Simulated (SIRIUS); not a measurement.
The system is FeO (Wuestite).

```
Fe O
1.0
     0.00000    2.15540    2.15540
     2.15540    0.00000    2.15540
     2.15540    2.15540    0.00000
Fe O
1 1
Direct
  0.00000 0.00000 0.00000
  0.50000 0.50000 0.50000
```

Base run:

- Program: SIRIUS 7.12.0
- Functional: PBE
- Potentials or basis: all-electron FP-LAPW
- Cutoff: 276 eV
- Basis: apw+lo standard
- k mesh: 11 × 11 × 11
- Occupations: fermi-dirac, width 0.3 eV
- Spin: collinear spin, ferromagnetic start
- Starting moments: [3.0, 0.0] μB

Its results: band gap on the k mesh none (metal or under the smearing width); net moment 3.82 μB per cell; site moments Fe +3.50; O +0.25 μB.

Task: The run is repeated on the same cell with these changes: occupations from fermi-dirac, width 0.3 eV to fermi-dirac, width 0.1 eV. What comes out?

Result: Band gap on the k mesh none (metal or under the smearing width); net moment 4.00 μB per cell; site moments Fe +3.64; O +0.29 μB.

Caveats: a cell with one magnetic atom can't hold antiferromagnetic order, which such compounds often take; semilocal functionals often make such compounds metallic where correlation or magnetic order opens a gap, which also shifts bond lengths.
